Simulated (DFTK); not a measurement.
The system is Ti.

```
Ti
1.0
    -1.64100    1.64100    1.64100
     1.64100   -1.64100    1.64100
     1.64100    1.64100   -1.64100
Ti
1
Direct
  0.00000 0.00000 0.00000
```

This isn't the form of Ti at room conditions, which is hcp.

Base run:

* Program: DFTK 0.8.2
* Functional: PBE
* Potentials or basis: dojo.nc.sr.pbe.v0_4_1.standard.upf (PBE)
* Cutoff: 1143 eV
* k mesh: 11 × 11 × 11
* Occupations: methfessel-paxton order 1, width 0.1 eV
* Spin: no spin polarisation

Its results: band gap on the k mesh none (metal or under the smearing width); pressure -2.7 GPa.

Task: The run is repeated on the same cell with these changes: occupations from methfessel-paxton order 1, width 0.1 eV to fermi-dirac, width 0.1 eV. What comes out?

Result: Band gap on the k mesh none (metal or under the smearing width); pressure -2.0 GPa.
